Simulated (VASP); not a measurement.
# Interstitial B in a supercell of Si

How easily does interstitial B form in Si? The host is relaxed first, then a supercell is run with and without the defect.

Method: PBEsol; plane waves and PAW (Si), in the first sound run; inputs show where later runs differ, in VASP 6.6.1.

Experimental background.

“Enhanced near-infrared absorber: two-step fabricated structured black silicon and its device application” (2018, pmc:6179974) reports for Si, diamond cubic, by absorptance spectroscopy with Tauc analysis (unstructured n-type silicon wafer, reference for black silicon, 300 K): band gap (indirect optical gap from Tauc plot of Kubelka-Munk function) 1.12 eV [Extrapolated Tauc tangent of Kubelka-Munk function at room temperature; phonon-assisted …].

This is a report of a sequence of runs, with most program output left out.

## (1) The host crystal

Symmetry: Fd-3m, No. 227, cubic system. The conventional cell has a = 5.430 Å, b = 5.430 Å, c = 5.430 Å, α = 90.00°, β = 90.00°, γ = 90.00°. Nearest to Si lie 4 Si at 2.35 Å.

## (2) The host at zero pressure

The later steps need the crystal at this functional's own lattice; a raised cutoff keeps the stress reliable while the cell changes.

File INCAR:

```
SYSTEM = Si
PREC = Accurate
ENCUT = 350
EDIFF = 1E-06
NELM = 120
ISMEAR = 0
SIGMA = 0.05
LREAL = .FALSE.
ALGO = Normal
GGA = PS
NBANDS = 10
LORBIT = 11
LWAVE = .FALSE.
LCHARG = .FALSE.
KPAR = 8
LASPH = .TRUE.
IBRION = 2
NSW = 40
ISIF = 3
EDIFFG = -0.02
POTIM = 0.4
```

File POSCAR:

```
Si
1.0
    0.0000000000      2.7150000000      2.7150000000
    2.7150000000      0.0000000000      2.7150000000
    2.7150000000      2.7150000000      0.0000000000
Si
2
Direct
    0.0000000000      0.0000000000      0.0000000000
    0.2500000000      0.2500000000      0.2500000000
```

File KPOINTS:

```
Automatic mesh
0
Gamma
6 6 6
0 0 0
```

The projector-augmented-wave data sets are Si (PBE family, release 64).

Command:

```
mpirun -np 8 vasp_std
```

The job ended after 3.2 s (8 MPI ranks of AMD EPYC 7R43, shared host; peak memory 0.83 GiB).

The gap is read on the k-mesh alone, so it is an upper bound where the band edges lie off the mesh. The PAW data sets were made with PBE, which is usual practice but a small mismatch for other functionals. The run keeps the 48 symmetry operations of its start, so it cannot find a distortion of lower symmetry.

The steps of the relaxation:

```csv
step,energy less that of the first step (eV),largest force (eV/Å),pressure (GPa),volume (Å³)
1,0.0000,0.0000,0.33,40.03
2,-0.0001,0.0000,-0.12,40.22
```

```
conventional cell, symmetrised  before  after  change
                         a (Å)   5.430  5.439  +0.2 %
                         b (Å)   5.430  5.439  +0.2 %
                         c (Å)   5.430  5.439  +0.2 %
              volume (Å³/atom)   20.01  20.11  +0.5 %
```

Final coordinates:

```xyz
2
Lattice="0.0000 2.7194 2.7194 2.7194 0.0000 2.7194 2.7194 2.7194 0.0000" Properties=species:S:1:pos:R:3 pbc="T T T"
Si    0.0000    0.0000    0.0000
Si    1.3597    1.3597    1.3597
```

Numbers from this step:

```
electronic cycles                               : 15
electrons                                       : 8
free energy (TOTEN)                             : -11.47 eV
Fermi energy                                    : 5.967 eV
labelled metallic, from the levels on this mesh : no
gap on the k-mesh                               : 0.5940 eV
least direct gap on the k-mesh                  : 2.512 eV
```

The run ended after 2 ionic steps, 0.000 eV below its first step, once forces and stress met EDIFFG = -0.02.

## (3) Screening in the host

Charged cells interact with their images through the host's screening, so the correction needs its dielectric constant.

File INCAR:

```
SYSTEM = Si
PREC = Accurate
ENCUT = 320
EDIFF = 1E-08
NELM = 120
ISMEAR = 0
SIGMA = 0.05
LREAL = .FALSE.
ALGO = Normal
GGA = PS
NBANDS = 10
LWAVE = .FALSE.
LCHARG = .FALSE.
KPAR = 8
LASPH = .TRUE.
LEPSILON = .TRUE.
IBRION = 8
NSW = 1
```

File POSCAR:

```
Si
1.0
    0.0000000000      2.7193632736      2.7193632736
    2.7193632736      0.0000000000      2.7193632736
    2.7193632736      2.7193632736      0.0000000000
Si
2
Direct
    0.0000000000      0.0000000000      0.0000000000
    0.2500000000      0.2500000000      0.2500000000
```

File KPOINTS:

```
Automatic mesh
0
Gamma
7 7 7
0 0 0
```

Command:

```
mpirun -np 8 vasp_std
```

Wall time 23 s (8 MPI ranks); peak memory 1.1 GiB; 2.9 min of CPU time.

Energies printed during the response cycles are not total energies of the cell.

Numbers from this step:

```yaml
pressure_of_the_cell: -0.2087 GPa
largest_force_of_the_cell: 0 eV/Å
fermi_energy: 5.961 eV
gap_on_the_k_mesh: 0.4640 eV
least_direct_gap_on_the_k_mesh: 2.515 eV
```

Electronic dielectric tensor with local fields:

```
15.52  0.00  0.00
 0.00 15.52  0.00
 0.00  0.00 15.52
```

The ionic part of the static dielectric tensor vanishes.

The Born effective charge vanishes on all sites.

No line of the infrared spectrum has any intensity.

The electrons screen with a mean of 15.52 and the ions add 0.00; the sum enters the correction.

## (4) The supercell without the defect

System of this step: Si. The cell holds 64 atoms: 64 Si. Cell: a = 10.877 Å, b = 10.877 Å, c = 10.877 Å, α = 90.0°, β = 90.0°, γ = 90.0°. It derives from Si.

The same cell, mesh and cutoff without the defect give the energy to subtract and, in a gapped host, the band edges to count from, so that most errors cancel.

File INCAR:

```
SYSTEM = Si
PREC = Normal
ENCUT = 320
EDIFF = 1E-05
NELM = 120
ISMEAR = 0
SIGMA = 0.05
LREAL = Auto
ALGO = Fast
GGA = PS
NBANDS = 176
LORBIT = 11
LWAVE = .FALSE.
LCHARG = .FALSE.
KPAR = 4
NCORE = 2
LASPH = .TRUE.
```

File POSCAR:

```
Si
1.0
   10.8774530944      0.0000000000      0.0000000000
    0.0000000000     10.8774530944      0.0000000000
    0.0000000000      0.0000000000     10.8774530944
Si
64
Direct
    0.5000000000      0.0000000000      0.0000000000
    0.7500000000      0.2500000000      0.0000000000
    0.7500000000      0.0000000000      0.2500000000
    0.0000000000      0.0000000000      0.0000000000
    0.2500000000      0.2500000000      0.0000000000
    0.5000000000      0.5000000000      0.0000000000
    0.7500000000      0.7500000000      0.0000000000
    0.2500000000      0.0000000000      0.2500000000
    0.5000000000      0.2500000000      0.2500000000
    0.7500000000      0.5000000000      0.2500000000
    0.5000000000      0.0000000000      0.5000000000
    0.7500000000      0.2500000000      0.5000000000
    0.7500000000      0.0000000000      0.7500000000
    0.0000000000      0.5000000000      0.0000000000
    0.2500000000      0.7500000000      0.0000000000
    0.0000000000      0.2500000000      0.2500000000
    0.2500000000      0.5000000000      0.2500000000
    0.5000000000      0.7500000000      0.2500000000
    0.0000000000      0.0000000000      0.5000000000
    0.2500000000      0.2500000000      0.5000000000
    0.5000000000      0.5000000000      0.5000000000
    0.7500000000      0.7500000000      0.5000000000
    0.2500000000      0.0000000000      0.7500000000
    0.5000000000      0.2500000000      0.7500000000
    0.7500000000      0.5000000000      0.7500000000
    0.0000000000      0.7500000000      0.2500000000
    0.0000000000      0.5000000000      0.5000000000
    0.2500000000      0.7500000000      0.5000000000
    0.0000000000      0.2500000000      0.7500000000
    0.2500000000      0.5000000000      0.7500000000
    0.5000000000      0.7500000000      0.7500000000
    0.0000000000      0.7500000000      0.7500000000
    0.6250000000      0.1250000000      0.1250000000
    0.8750000000      0.3750000000      0.1250000000
    0.8750000000      0.1250000000      0.3750000000
    0.1250000000      0.1250000000      0.1250000000
    0.3750000000      0.3750000000      0.1250000000
    0.6250000000      0.6250000000      0.1250000000
    0.8750000000      0.8750000000      0.1250000000
    0.3750000000      0.1250000000      0.3750000000
    0.6250000000      0.3750000000      0.3750000000
    0.8750000000      0.6250000000      0.3750000000
    0.6250000000      0.1250000000      0.6250000000
    0.8750000000      0.3750000000      0.6250000000
    0.8750000000      0.1250000000      0.8750000000
    0.1250000000      0.6250000000      0.1250000000
    0.3750000000      0.8750000000      0.1250000000
    0.1250000000      0.3750000000      0.3750000000
    0.3750000000      0.6250000000      0.3750000000
    0.6250000000      0.8750000000      0.3750000000
    0.1250000000      0.1250000000      0.6250000000
    0.3750000000      0.3750000000      0.6250000000
    0.6250000000      0.6250000000      0.6250000000
    0.8750000000      0.8750000000      0.6250000000
    0.3750000000      0.1250000000      0.8750000000
    0.6250000000      0.3750000000      0.8750000000
    0.8750000000      0.6250000000      0.8750000000
    0.1250000000      0.8750000000      0.3750000000
    0.1250000000      0.6250000000      0.6250000000
    0.3750000000      0.8750000000      0.6250000000
    0.1250000000      0.3750000000      0.8750000000
    0.3750000000      0.6250000000      0.8750000000
    0.6250000000      0.8750000000      0.8750000000
    0.1250000000      0.8750000000      0.8750000000
```

File KPOINTS:

```
Automatic mesh
0
Gamma
2 2 2
0 0 0
```

Command:

```
mpirun -np 8 vasp_std
```

Run time: 54 s. Hardware: 8 MPI ranks; peak memory 2.4 GiB; 7 min of CPU time.

A gap read on the k-mesh alone can miss the band edges.

This step gave:

| Quantity | Value |
| --- | --- |
| electronic cycles | 18 |
| electrons | 256 |
| free energy (TOTEN) | -367.5702 eV |
| Fermi energy | 6.001 eV |
| gap on the k-mesh | 0.5109 eV |

No direct gap is given, since this cell folds other wave vectors onto the zone centre.

The perfect cell has a gap of 0.51 eV on this mesh, with its valence-band top at 5.749 eV, and charged states follow.

## (5) Reference B

This step: PBEsol; plane waves and PAW (B) (VASP 6.6.1).

System of this step: B. The structure is trigonal, space group R-3m (No. 166). The conventional cell has a = 4.898 Å, b = 4.898 Å, c = 12.524 Å, α = 90.00°, β = 90.00°, γ = 120.00°. Nearest to B lie 6 B at 1.67 to 1.80 Å. Nearest to B lie 5 B at 1.77 to 1.80 Å.

The reference for B is its crystal, relaxed at the cutoff of the large cell.

File INCAR:

```
SYSTEM = B
PREC = Normal
ENCUT = 320
EDIFF = 1E-05
NELM = 120
ISMEAR = 0
SIGMA = 0.1
LREAL = Auto
ALGO = Fast
GGA = PS
NBANDS = 30
LORBIT = 11
LWAVE = .FALSE.
LCHARG = .FALSE.
KPAR = 8
LASPH = .TRUE.
IBRION = 2
NSW = 25
ISIF = 3
EDIFFG = -0.02
POTIM = 0.4
```

File POSCAR:

```
B
1.0
    2.4491963929      1.4140441968      4.1747204365
   -2.4491963929      1.4140441968      4.1747204365
    0.0000000000     -2.8280883935      4.1747204365
B
12
Direct
    0.0099700400      0.6542851200      0.0099700400
    0.0099700400      0.0099700400      0.6542851200
    0.6542851200      0.0099700400      0.0099700400
    0.3457148800      0.9900299600      0.9900299600
    0.9900299600      0.3457148800      0.9900299600
    0.9900299600      0.9900299600      0.3457148800
    0.2205655700      0.6316348300      0.2205655700
    0.2205655700      0.2205655700      0.6316348300
    0.6316348300      0.2205655700      0.2205655700
    0.3683651700      0.7794344300      0.7794344300
    0.7794344300      0.3683651700      0.7794344300
    0.7794344300      0.7794344300      0.3683651700
```

File KPOINTS:

```
Automatic mesh
0
Gamma
7 7 7
0 0 0
```

PAW data sets: B (PBE family, release 64).

Command:

```
mpirun -np 8 vasp_std
```

Elapsed: 29 s, on 8 MPI ranks; peak memory 1.1 GiB; 3.7 min of CPU time.

The run keeps the 12 symmetry operations of its start, so it cannot find a distortion of lower symmetry.

Step by step:

| step | energy less that of the first step (eV) | largest force (eV/Å) | pressure (GPa) | volume (Å³) |
| --- | --- | --- | --- | --- |
| 1 | 0.0000 | 0.1666 | -3.38 | 86.75 |
| 2 | -0.0202 | 0.1201 | 0.51 | 85.23 |
| 3 | -0.0202 | 0.1203 | 0.54 | 85.21 |
| 4 | -0.0222 | 0.0707 | -0.08 | 85.22 |
| 5 | -0.0224 | 0.0444 | 0.07 | 85.22 |
| 6 | -0.0227 | 0.0282 | -0.06 | 85.25 |
| 7 | -0.0227 | 0.0178 | -0.03 | 85.24 |

```
conventional cell, symmetrised  before   after  change
                         a (Å)   4.898   4.866  -0.7 %
                         b (Å)   4.898   4.866  -0.7 %
                         c (Å)  12.524  12.472  -0.4 %
              volume (Å³/atom)    7.23    7.10  -1.7 %
```

The atoms that moved most (Å, as changes of fractional coordinates times the final cell):

| atom | dx | dy | dz | length |
| --- | --- | --- | --- | --- |
| B8 | 0.000 | 0.011 | 0.002 | 0.011 |
| B12 | 0.000 | -0.011 | -0.002 | 0.011 |
| B9 | -0.009 | -0.005 | 0.002 | 0.011 |
| B7 | 0.009 | -0.005 | 0.002 | 0.011 |
| B11 | -0.009 | 0.005 | -0.002 | 0.011 |
| B10 | 0.009 | 0.005 | -0.002 | 0.011 |
| B4 | 0.003 | 0.002 | -0.003 | 0.005 |
| B5 | -0.003 | 0.002 | -0.003 | 0.005 |

Final coordinates:

```
B
1.0
     2.43297    1.40468    4.15722
    -2.43297    1.40468    4.15722
     0.00000   -2.80935    4.15722
B
12
Cartesian
  -1.5643 0.9032 2.8063
  0.0000 -1.8063 2.8063
  1.5643 0.9032 2.8063
  -1.5643 -0.9032 9.6653
  1.5643 -0.9032 9.6653
  0.0000 1.8063 9.6653
  -0.9908 0.5720 4.4617
  0.0000 -1.1441 4.4617
  0.9908 0.5720 4.4617
  -0.9908 -0.5720 8.0100
  0.9908 -0.5720 8.0100
  0.0000 1.1441 8.0100
```

Numbers from this step:

* electronic cycles: 33
* electrons: 36
* free energy (TOTEN): -84.3974 eV
* Fermi energy: 6.570 eV
* gap on the k-mesh: 1.296 eV
* least direct gap on the k-mesh: 1.617 eV

The run ended after 7 ionic steps, 0.023 eV below its first step, once forces and stress met EDIFFG = -0.02.

Energy at zero smearing: -84.39736 eV.

## (6) The defect cell

This step: PBEsol, spin-polarised, with small moments to start from; plane waves and PAW (Si, B) (VASP 6.6.1).

System of this step: Si64B. The cell holds 65 atoms: 64 Si and 1 B. Cell: a = 10.877 Å, b = 10.877 Å, c = 10.877 Å, α = 90.0°, β = 90.0°, γ = 90.0°. It derives from Si. Nearest the centre at fractional (0.250, 0.250, 0.250): B65 at 0.03 Å, Si37 at 2.33 Å, Si48 at 2.36 Å, Si40 at 2.37 Å, Si36 at 2.38 Å, Si20 at 2.70 Å, Si16 at 2.73 Å, Si8 at 2.74 Å.

Atoms within 3.3 Å of the defect's centre start slightly displaced, with symmetry off, so that a distortion can develop. The atoms relax at the host's fixed cell.

File INCAR:

```
SYSTEM = Si64B
PREC = Normal
ENCUT = 320
EDIFF = 1E-05
NELM = 120
ISMEAR = 0
SIGMA = 0.05
LREAL = Auto
ALGO = Fast
GGA = PS
NBANDS = 176
ISPIN = 2
MAGMOM = 0 0 0 0 0 0 0 0 0 0 0 0 0 0 0 0 0 0 0 0 0 0 0 0 0 0 0 0 0 0 0 0 0 0 0 0 0.6 0 0 0.6 0 0 0 0 0 0 0 0.6 0 0 0 0 0 0 0 0 0 0 0 0 0 0 0 0 0.6
LORBIT = 11
LWAVE = True
LCHARG = .TRUE.
KPAR = 4
NCORE = 2
LASPH = .TRUE.
IBRION = 2
NSW = 50
ISIF = 2
EDIFFG = -0.03
POTIM = 0.4
MAXMIX = 40
ISYM = 0
```

File POSCAR:

```
Si64B
1.0
   10.8774530944      0.0000000000      0.0000000000
    0.0000000000     10.8774530944      0.0000000000
    0.0000000000      0.0000000000     10.8774530944
Si B
64 1
Direct
    0.5000000000      0.0000000000      0.0000000000
    0.7500000000      0.2500000000      0.0000000000
    0.7500000000      0.0000000000      0.2500000000
    0.0000000000      0.0000000000      0.0000000000
    0.2435875700      0.2493965700      0.9965637800
    0.5000000000      0.5000000000      0.0000000000
    0.7500000000      0.7500000000      0.0000000000
    0.2537687000      0.9981653900      0.2509694600
    0.5024917700      0.2502592900      0.2479494300
    0.7500000000      0.5000000000      0.2500000000
    0.5000000000      0.0000000000      0.5000000000
    0.7500000000      0.2500000000      0.5000000000
    0.7500000000      0.0000000000      0.7500000000
    0.0000000000      0.5000000000      0.0000000000
    0.2500000000      0.7500000000      0.0000000000
    0.9991342000      0.2540212200      0.2554063900
    0.2549689100      0.5036270500      0.2509856500
    0.5000000000      0.7500000000      0.2500000000
    0.0000000000      0.0000000000      0.5000000000
    0.2519196800      0.2467342000      0.4981750300
    0.5000000000      0.5000000000      0.5000000000
    0.7500000000      0.7500000000      0.5000000000
    0.2500000000      0.0000000000      0.7500000000
    0.5000000000      0.2500000000      0.7500000000
    0.7500000000      0.5000000000      0.7500000000
    0.0000000000      0.7500000000      0.2500000000
    0.0000000000      0.5000000000      0.5000000000
    0.2500000000      0.7500000000      0.5000000000
    0.0000000000      0.2500000000      0.7500000000
    0.2500000000      0.5000000000      0.7500000000
    0.5000000000      0.7500000000      0.7500000000
    0.0000000000      0.7500000000      0.7500000000
    0.6250000000      0.1250000000      0.1250000000
    0.8750000000      0.3750000000      0.1250000000
    0.8750000000      0.1250000000      0.3750000000
    0.1214686800      0.1230333600      0.1267127700
    0.3687941100      0.3760656100      0.1233958400
    0.6250000000      0.6250000000      0.1250000000
    0.8750000000      0.8750000000      0.1250000000
    0.3770025700      0.1273270100      0.3782126900
    0.6250000000      0.3750000000      0.3750000000
    0.8750000000      0.6250000000      0.3750000000
    0.6250000000      0.1250000000      0.6250000000
    0.8750000000      0.3750000000      0.6250000000
    0.8750000000      0.1250000000      0.8750000000
    0.1250000000      0.6250000000      0.1250000000
    0.3750000000      0.8750000000      0.1250000000
    0.1261687600      0.3760238400      0.3760556400
    0.3750000000      0.6250000000      0.3750000000
    0.6250000000      0.8750000000      0.3750000000
    0.1250000000      0.1250000000      0.6250000000
    0.3750000000      0.3750000000      0.6250000000
    0.6250000000      0.6250000000      0.6250000000
    0.8750000000      0.8750000000      0.6250000000
    0.3750000000      0.1250000000      0.8750000000
    0.6250000000      0.3750000000      0.8750000000
    0.8750000000      0.6250000000      0.8750000000
    0.1250000000      0.8750000000      0.3750000000
    0.1250000000      0.6250000000      0.6250000000
    0.3750000000      0.8750000000      0.6250000000
    0.1250000000      0.3750000000      0.8750000000
    0.3750000000      0.6250000000      0.8750000000
    0.6250000000      0.8750000000      0.8750000000
    0.1250000000      0.8750000000      0.8750000000
    0.2529974800      0.2498604300      0.2492191400
```

File KPOINTS:

```
Automatic mesh
0
Gamma
2 2 2
0 0 0
```

The projector-augmented-wave data sets are Si and B (PBE family, release 64).

Command:

```
mpirun -np 8 vasp_std
```

Wall time 50 min (8 MPI ranks); peak memory 5.9 GiB.

The stop cut the electronic loop of the last step short, so that step is set aside; the step before it may be unsound too where the loop had begun to diverge.

The run met its time limit with a largest force of 0.10 eV/Å at its last finished step, short of the threshold. The session uses it under a looser, picked bar, without proof that a minimum is near.

(Part 1 of 2 ends here.)

[Lines on the potential files, build, host, timing and source positions are cut from VASP's logs without a mark.]

[Logs are printed without paths, hosts, clocks, repeated set-up lines and the standing remarks that a program may print on its own settings, such as how far it seeks lower states.]

[Hosts, paths, dates, database ids (printed as entryN), source tags and the programs' standing remarks are cut or masked in the printed files.]

[In band tables of VASP the shares of atoms and orbitals are scaled to a sum of 1 inside the atoms' spheres.]

[Runs that stopped without an error message from VASP are left out.]
